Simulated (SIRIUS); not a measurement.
# BAs (F-43m) in SIRIUS: notebook, part 8 of 8

SIRIUS 7.12.0. The steps go on from the part before.

### Step 15. Equation of state, PBE, 14.17 Å³/atom (volume scaled by 1.04)

Input file sirius.json:

```json
{
  "control": {
    "processing_unit": "cpu",
    "std_evp_solver_name": "lapack",
    "gen_evp_solver_name": "lapack",
    "verbosity": 2,
    "print_forces": false,
    "ortho_rf": true,
    "use_second_variation": true,
    "rmt_max": 3.0,
    "num_bands_to_print": 21,
    "save_wf": true
  },
  "parameters": {
    "electronic_structure_method": "full_potential_lapwlo",
    "xc_functionals": ["XC_GGA_X_PBE", "XC_GGA_C_PBE"],
    "core_relativity": "dirac",
    "valence_relativity": "iora",
    "num_fv_states": 21,
    "smearing": "fermi_dirac",
    "smearing_width": 0.0018374661,
    "pw_cutoff": 21,
    "gk_cutoff": 4.09,
    "lmax_apw": 10,
    "lmax_rho": 8,
    "lmax_pot": 8,
    "num_mag_dims": 0,
    "auto_rmt": 0,
    "ngridk": [10, 10, 10],
    "shiftk": [0, 0, 0],
    "num_dft_iter": 80,
    "energy_tol": 1e-07,
    "density_tol": 1e-05,
    "use_symmetry": true
  },
  "settings": {"tol_ne": 1e-10},
  "iterative_solver": {"type": "exact"},
  "mixer": {"type": "anderson", "beta": 0.5, "max_history": 8},
  "unit_cell": {
    "lattice_vectors": [[0.0, 4.5730072765, 4.5730072765], [4.5730072765, 0.0, 4.5730072765], [4.5730072765, 4.5730072765, 0.0]],
    "atom_types": ["As", "B"],
    "atom_files": {"As": "As.json", "B": "B.json"},
    "atoms": {"As": [[0.75, 0.75, 0.75]], "B": [[0.0, 0.0, 0.0]]}
  }
}
```

Input file As.json:

```json
{
  "name": "arsenic",
  "symbol": "As",
  "number": 33,
  "mass": 74.9216,
  "rmin": 1e-06,
  "rmt": 2.18,
  "nrmt": 800,
  "rinf": 15.07,
  "core": "1s2s2p",
  "valence": [
    {"basis": [{"enu": 0.07, "dme": 0, "n": 0, "auto": 0}, {"enu": 0.07, "dme": 1, "n": 0, "auto": 0}]},
    {"l": 0, "n": 1, "basis": [{"enu": 0.0486, "dme": 0, "n": 0, "auto": 0}]},
    {"l": 1, "n": 2, "basis": [{"enu": 0.17, "dme": 0, "n": 0, "auto": 0}]},
    {"l": 2, "n": 3, "basis": [{"enu": 0.17, "dme": 0, "n": 0, "auto": 0}]},
    {"l": 3, "n": 4, "basis": [{"enu": 0.17, "dme": 0, "n": 0, "auto": 0}]}
  ],
  "lo": [
    {
      "l": 0,
      "basis": [{"enu": 0.0486, "dme": 0, "n": 0, "auto": 0}, {"enu": 0.0486, "dme": 1, "n": 0, "auto": 0}]
    },
    {
      "l": 0,
      "basis": [{"enu": 0.0486, "dme": 1, "n": 0, "auto": 0}, {"enu": 0.0486, "dme": 2, "n": 0, "auto": 0}]
    },
    {
      "l": 0,
      "basis": [{"enu": -6.5808, "dme": 0, "n": 3, "auto": 1}, {"enu": -6.5808, "dme": 1, "n": 3, "auto": 1}]
    },
    {
      "l": 0,
      "basis": [{"enu": 0.0486, "dme": 0, "n": 0, "auto": 0}, {"enu": 2.5736, "dme": 0, "n": 0, "auto": 0}]
    },
    {"l": 1, "basis": [{"enu": 0.17, "dme": 0, "n": 0, "auto": 0}, {"enu": 0.17, "dme": 1, "n": 0, "auto": 0}]},
    {
      "l": 1,
      "basis": [{"enu": -4.5309, "dme": 0, "n": 3, "auto": 1}, {"enu": -4.5309, "dme": 1, "n": 3, "auto": 1}]
    },
    {
      "l": 1,
      "basis": [{"enu": -4.5309, "dme": 1, "n": 3, "auto": 1}, {"enu": 0.17, "dme": 0, "n": 0, "auto": 0}]
    },
    {"l": 1, "basis": [{"enu": 0.17, "dme": 0, "n": 0, "auto": 0}, {"enu": 4.0417, "dme": 0, "n": 0, "auto": 0}]},
    {"l": 2, "basis": [{"enu": 0.17, "dme": 0, "n": 0, "auto": 0}, {"enu": 0.17, "dme": 1, "n": 0, "auto": 0}]},
    {
      "l": 2,
      "basis": [{"enu": -1.1385, "dme": 0, "n": 3, "auto": 1}, {"enu": -1.1385, "dme": 1, "n": 3, "auto": 1}]
    },
    {
      "l": 2,
      "basis": [{"enu": -1.1385, "dme": 1, "n": 3, "auto": 1}, {"enu": 0.17, "dme": 0, "n": 0, "auto": 0}]
    },
    {"l": 2, "basis": [{"enu": 0.17, "dme": 0, "n": 0, "auto": 0}, {"enu": 4.5467, "dme": 0, "n": 0, "auto": 0}]},
    {"l": 3, "basis": [{"enu": 0.17, "dme": 0, "n": 0, "auto": 0}, {"enu": 0.17, "dme": 1, "n": 0, "auto": 0}]},
    {"l": 3, "basis": [{"enu": 0.17, "dme": 0, "n": 0, "auto": 0}, {"enu": 3.8313, "dme": 0, "n": 0, "auto": 0}]}
  ],
  "free_atom": [... radial grid and density of the free atom, the start of the SCF ...]
}
```

Input file B.json:

```json
{
  "name": "boron",
  "symbol": "B",
  "number": 5,
  "mass": 10.811,
  "rmin": 1e-06,
  "rmt": 1.59,
  "nrmt": 800,
  "rinf": 17.81,
  "core": "",
  "valence": [
    {"basis": [{"enu": 0.07, "dme": 0, "n": 0, "auto": 0}, {"enu": 0.07, "dme": 1, "n": 0, "auto": 0}]},
    {"l": 0, "n": 1, "basis": [{"enu": 0.1159, "dme": 0, "n": 0, "auto": 0}]},
    {"l": 1, "n": 2, "basis": [{"enu": 0.17, "dme": 0, "n": 0, "auto": 0}]},
    {"l": 2, "n": 3, "basis": [{"enu": 0.17, "dme": 0, "n": 0, "auto": 0}]},
    {"l": 3, "n": 4, "basis": [{"enu": 0.17, "dme": 0, "n": 0, "auto": 0}]}
  ],
  "lo": [
    {
      "l": 0,
      "basis": [{"enu": 0.1159, "dme": 0, "n": 0, "auto": 0}, {"enu": 0.1159, "dme": 1, "n": 0, "auto": 0}]
    },
    {
      "l": 0,
      "basis": [{"enu": 0.1159, "dme": 1, "n": 0, "auto": 0}, {"enu": 0.1159, "dme": 2, "n": 0, "auto": 0}]
    },
    {
      "l": 0,
      "basis": [{"enu": -6.2564, "dme": 0, "n": 1, "auto": 1}, {"enu": -6.2564, "dme": 1, "n": 1, "auto": 1}]
    },
    {
      "l": 0,
      "basis": [{"enu": 0.1159, "dme": 0, "n": 0, "auto": 0}, {"enu": 4.8625, "dme": 0, "n": 0, "auto": 0}]
    },
    {"l": 1, "basis": [{"enu": 0.17, "dme": 0, "n": 0, "auto": 0}, {"enu": 0.17, "dme": 1, "n": 0, "auto": 0}]},
    {"l": 1, "basis": [{"enu": 0.17, "dme": 1, "n": 0, "auto": 0}, {"enu": 0.17, "dme": 2, "n": 0, "auto": 0}]},
    {"l": 1, "basis": [{"enu": 0.17, "dme": 0, "n": 0, "auto": 0}, {"enu": 5.6286, "dme": 0, "n": 0, "auto": 0}]},
    {"l": 2, "basis": [{"enu": 0.17, "dme": 0, "n": 0, "auto": 0}, {"enu": 0.17, "dme": 1, "n": 0, "auto": 0}]},
    {"l": 2, "basis": [{"enu": 0.17, "dme": 1, "n": 0, "auto": 0}, {"enu": 0.17, "dme": 2, "n": 0, "auto": 0}]},
    {"l": 2, "basis": [{"enu": 0.17, "dme": 0, "n": 0, "auto": 0}, {"enu": 6.3406, "dme": 0, "n": 0, "auto": 0}]},
    {"l": 3, "basis": [{"enu": 0.17, "dme": 0, "n": 0, "auto": 0}, {"enu": 0.17, "dme": 1, "n": 0, "auto": 0}]}
  ],
  "free_atom": [... radial grid and density of the free atom, the start of the SCF ...]
}
```

Input file sirius_start.json:

```json
{
  "control": {
    "processing_unit": "cpu",
    "std_evp_solver_name": "lapack",
    "gen_evp_solver_name": "lapack",
    "verbosity": 1,
    "print_forces": false,
    "ortho_rf": true,
    "use_second_variation": true,
    "rmt_max": 3.0,
    "num_bands_to_print": 21,
    "save_wf": false
  },
  "parameters": {
    "electronic_structure_method": "full_potential_lapwlo",
    "xc_functionals": ["XC_LDA_X", "XC_LDA_C_PW"],
    "core_relativity": "dirac",
    "valence_relativity": "iora",
    "num_fv_states": 21,
    "smearing": "fermi_dirac",
    "smearing_width": 0.0055123983,
    "pw_cutoff": 21,
    "gk_cutoff": 3.27,
    "lmax_apw": 10,
    "lmax_rho": 8,
    "lmax_pot": 8,
    "num_mag_dims": 0,
    "auto_rmt": 0,
    "ngridk": [4, 4, 4],
    "shiftk": [0, 0, 0],
    "num_dft_iter": 30,
    "energy_tol": 0.01,
    "density_tol": 0.05,
    "use_symmetry": true
  },
  "settings": {"tol_ne": 1e-10},
  "iterative_solver": {"type": "exact"},
  "mixer": {"type": "anderson", "beta": 0.5, "max_history": 8},
  "unit_cell": {
    "lattice_vectors": [[0.0, 4.5730072765, 4.5730072765], [4.5730072765, 0.0, 4.5730072765], [4.5730072765, 4.5730072765, 0.0]],
    "atom_types": ["As", "B"],
    "atom_files": {"As": "As.json", "B": "B.json"},
    "atoms": {"As": [[0.75, 0.75, 0.75]], "B": [[0.0, 0.0, 0.0]]}
  }
}
```

Potentials or basis: all-electron FP-LAPW, apw+lo standard.

Command:

```console
OMP_NUM_THREADS=1 sirius.scf --input=sirius_start.json --output=start.json
OMP_NUM_THREADS=1 sirius.scf --input=sirius.json --output=output.json --task=1
```

Run time: 39 s. Hardware: 1 thread of Arm Neoverse V2, shared host; peak memory 0.45 GiB.

It converged, with:

```
Free energy                                       : -62203.4204 eV
Band gap on the k mesh                            : 1.23 eV, indirect (least direct gap 3.23 eV)
All electrons inside the program's atomic spheres : As 31.02; B 3.44 (radii As 2.18, B 1.59 bohr)
```

### Step 16. Equation of state, PBE, 14.44 Å³/atom (volume scaled by 1.06)

sirius.json: that of step 15 with these lines changed.

```diff
@@ -39,3 +39,3 @@
   "unit_cell": {
-    "lattice_vectors": [[0.0, 4.5730072765, 4.5730072765], [4.5730072765, 0.0, 4.5730072765], [4.5730072765, 4.5730072765, 0.0]],
+    "lattice_vectors": [[0.0, 4.6021354968, 4.6021354968], [4.6021354968, 0.0, 4.6021354968], [4.6021354968, 4.6021354968, 0.0]],
     "atom_types": ["As", "B"],
```

Input file As.json:

```json
{
  "name": "arsenic",
  "symbol": "As",
  "number": 33,
  "mass": 74.9216,
  "rmin": 1e-06,
  "rmt": 2.18,
  "nrmt": 800,
  "rinf": 15.07,
  "core": "1s2s2p",
  "valence": [
    {"basis": [{"enu": 0.06, "dme": 0, "n": 0, "auto": 0}, {"enu": 0.06, "dme": 1, "n": 0, "auto": 0}]},
    {"l": 0, "n": 1, "basis": [{"enu": 0.0386, "dme": 0, "n": 0, "auto": 0}]},
    {"l": 1, "n": 2, "basis": [{"enu": 0.16, "dme": 0, "n": 0, "auto": 0}]},
    {"l": 2, "n": 3, "basis": [{"enu": 0.16, "dme": 0, "n": 0, "auto": 0}]},
    {"l": 3, "n": 4, "basis": [{"enu": 0.16, "dme": 0, "n": 0, "auto": 0}]}
  ],
  "lo": [
    {
      "l": 0,
      "basis": [{"enu": 0.0386, "dme": 0, "n": 0, "auto": 0}, {"enu": 0.0386, "dme": 1, "n": 0, "auto": 0}]
    },
    {
      "l": 0,
      "basis": [{"enu": 0.0386, "dme": 1, "n": 0, "auto": 0}, {"enu": 0.0386, "dme": 2, "n": 0, "auto": 0}]
    },
    {
      "l": 0,
      "basis": [{"enu": -6.5908, "dme": 0, "n": 3, "auto": 1}, {"enu": -6.5908, "dme": 1, "n": 3, "auto": 1}]
    },
    {
      "l": 0,
      "basis": [{"enu": 0.0386, "dme": 0, "n": 0, "auto": 0}, {"enu": 2.5636, "dme": 0, "n": 0, "auto": 0}]
    },
    {"l": 1, "basis": [{"enu": 0.16, "dme": 0, "n": 0, "auto": 0}, {"enu": 0.16, "dme": 1, "n": 0, "auto": 0}]},
    {
      "l": 1,
      "basis": [{"enu": -4.5409, "dme": 0, "n": 3, "auto": 1}, {"enu": -4.5409, "dme": 1, "n": 3, "auto": 1}]
    },
    {
      "l": 1,
      "basis": [{"enu": -4.5409, "dme": 1, "n": 3, "auto": 1}, {"enu": 0.16, "dme": 0, "n": 0, "auto": 0}]
    },
    {"l": 1, "basis": [{"enu": 0.16, "dme": 0, "n": 0, "auto": 0}, {"enu": 4.0317, "dme": 0, "n": 0, "auto": 0}]},
    {"l": 2, "basis": [{"enu": 0.16, "dme": 0, "n": 0, "auto": 0}, {"enu": 0.16, "dme": 1, "n": 0, "auto": 0}]},
    {
      "l": 2,
      "basis": [{"enu": -1.1485, "dme": 0, "n": 3, "auto": 1}, {"enu": -1.1485, "dme": 1, "n": 3, "auto": 1}]
    },
    {
      "l": 2,
      "basis": [{"enu": -1.1485, "dme": 1, "n": 3, "auto": 1}, {"enu": 0.16, "dme": 0, "n": 0, "auto": 0}]
    },
    {"l": 2, "basis": [{"enu": 0.16, "dme": 0, "n": 0, "auto": 0}, {"enu": 4.5367, "dme": 0, "n": 0, "auto": 0}]},
    {"l": 3, "basis": [{"enu": 0.16, "dme": 0, "n": 0, "auto": 0}, {"enu": 0.16, "dme": 1, "n": 0, "auto": 0}]},
    {"l": 3, "basis": [{"enu": 0.16, "dme": 0, "n": 0, "auto": 0}, {"enu": 3.8213, "dme": 0, "n": 0, "auto": 0}]}
  ],
  "free_atom": [... radial grid and density of the free atom, the start of the SCF ...]
}
```

Input file B.json:

```json
{
  "name": "boron",
  "symbol": "B",
  "number": 5,
  "mass": 10.811,
  "rmin": 1e-06,
  "rmt": 1.59,
  "nrmt": 800,
  "rinf": 17.81,
  "core": "",
  "valence": [
    {"basis": [{"enu": 0.06, "dme": 0, "n": 0, "auto": 0}, {"enu": 0.06, "dme": 1, "n": 0, "auto": 0}]},
    {"l": 0, "n": 1, "basis": [{"enu": 0.1059, "dme": 0, "n": 0, "auto": 0}]},
    {"l": 1, "n": 2, "basis": [{"enu": 0.16, "dme": 0, "n": 0, "auto": 0}]},
    {"l": 2, "n": 3, "basis": [{"enu": 0.16, "dme": 0, "n": 0, "auto": 0}]},
    {"l": 3, "n": 4, "basis": [{"enu": 0.16, "dme": 0, "n": 0, "auto": 0}]}
  ],
  "lo": [
    {
      "l": 0,
      "basis": [{"enu": 0.1059, "dme": 0, "n": 0, "auto": 0}, {"enu": 0.1059, "dme": 1, "n": 0, "auto": 0}]
    },
    {
      "l": 0,
      "basis": [{"enu": 0.1059, "dme": 1, "n": 0, "auto": 0}, {"enu": 0.1059, "dme": 2, "n": 0, "auto": 0}]
    },
    {
      "l": 0,
      "basis": [{"enu": -6.2664, "dme": 0, "n": 1, "auto": 1}, {"enu": -6.2664, "dme": 1, "n": 1, "auto": 1}]
    },
    {
      "l": 0,
      "basis": [{"enu": 0.1059, "dme": 0, "n": 0, "auto": 0}, {"enu": 4.8525, "dme": 0, "n": 0, "auto": 0}]
    },
    {"l": 1, "basis": [{"enu": 0.16, "dme": 0, "n": 0, "auto": 0}, {"enu": 0.16, "dme": 1, "n": 0, "auto": 0}]},
    {"l": 1, "basis": [{"enu": 0.16, "dme": 1, "n": 0, "auto": 0}, {"enu": 0.16, "dme": 2, "n": 0, "auto": 0}]},
    {"l": 1, "basis": [{"enu": 0.16, "dme": 0, "n": 0, "auto": 0}, {"enu": 5.6186, "dme": 0, "n": 0, "auto": 0}]},
    {"l": 2, "basis": [{"enu": 0.16, "dme": 0, "n": 0, "auto": 0}, {"enu": 0.16, "dme": 1, "n": 0, "auto": 0}]},
    {"l": 2, "basis": [{"enu": 0.16, "dme": 1, "n": 0, "auto": 0}, {"enu": 0.16, "dme": 2, "n": 0, "auto": 0}]},
    {"l": 2, "basis": [{"enu": 0.16, "dme": 0, "n": 0, "auto": 0}, {"enu": 6.3306, "dme": 0, "n": 0, "auto": 0}]},
    {"l": 3, "basis": [{"enu": 0.16, "dme": 0, "n": 0, "auto": 0}, {"enu": 0.16, "dme": 1, "n": 0, "auto": 0}]}
  ],
  "free_atom": [... radial grid and density of the free atom, the start of the SCF ...]
}
```

sirius_start.json: that of step 15 with these lines changed.

```diff
@@ -39,3 +39,3 @@
   "unit_cell": {
-    "lattice_vectors": [[0.0, 4.5730072765, 4.5730072765], [4.5730072765, 0.0, 4.5730072765], [4.5730072765, 4.5730072765, 0.0]],
+    "lattice_vectors": [[0.0, 4.6021354968, 4.6021354968], [4.6021354968, 0.0, 4.6021354968], [4.6021354968, 4.6021354968, 0.0]],
     "atom_types": ["As", "B"],
```

Command:

```console
OMP_NUM_THREADS=1 sirius.scf --input=sirius_start.json --output=start.json
OMP_NUM_THREADS=1 sirius.scf --input=sirius.json --output=output.json --task=1
```

Wall time 40 s (1 thread of Arm Neoverse V2, shared host); peak memory 0.45 GiB.

Results (log left out):

```
Free energy                                       : -62203.4083 eV
Band gap on the k mesh                            : 1.24 eV, indirect (least direct gap 3.21 eV)
All electrons inside the program's atomic spheres : As 31.00; B 3.42 (radii As 2.18, B 1.59 bohr)
```

### Step 17. Equation of state, PBE

This step only gathers the single runs of the series.

Results:

```yaml
Equilibrium_volume: 13.90 Å³/atom
Bulk_modulus: 132 GPa
Pressure_derivative_of_the_bulk_modulus: 4.0
```

Energy against volume, from the lowest point:
| volume (Å³/atom) | energy (meV/atom) |
| --- | --- |
| 12.809 | 40.48 |
| 13.081 | 22.08 |
| 13.354 | 9.47 |
| 13.626 | 2.32 |
| 13.899 | 0.00 |
| 14.171 | 2.08 |
| 14.444 | 8.14 |

PBE usually gives volumes a little too large and moduli too small.

### Step 18. The runs side by side

```tsv
task	level	reference energy of the basis	start of the SCF	gap on the mesh (eV)	V0 of scaled cells (Å³/atom)	B0 (GPa)
single point	PBEsol	0.29 Ha	LDA density	1.09	-	-
equation of state	PBEsol	-	-	-	13.55	140
single point	PBE	0.29 Ha	LDA density	1.19	-	-
equation of state	PBE	-	-	-	13.90	132
```

Alike in all rows: potentials or basis all-electron FP-LAPW, apw+lo standard; no spin polarisation; cell as given; k mesh 10 × 10 × 10; cutoff (eV) 228; smearing fermi-dirac 0.05 eV.

Compare energies only between runs with the same functional and basis.

### Step 19. Against experiment

Step 9. Against the measured bulk modulus of BAs, 148 GPa (quoted in “Basic Physical Properties of Cubic Boron Arsenide”, 2019, arxiv:1911.11281), the calculated 140 GPa is off by -5.2 %. The fit is for a static lattice scaled at fixed shape and fixed fractional positions.

Step 17. Measured bulk modulus of BAs: 148 GPa (quoted in “Basic Physical Properties of Cubic Boron Arsenide”, 2019, arxiv:1911.11281). This calculation gives 132 GPa (-10.9 %). The fit is for a static lattice scaled at fixed shape and fixed fractional positions.
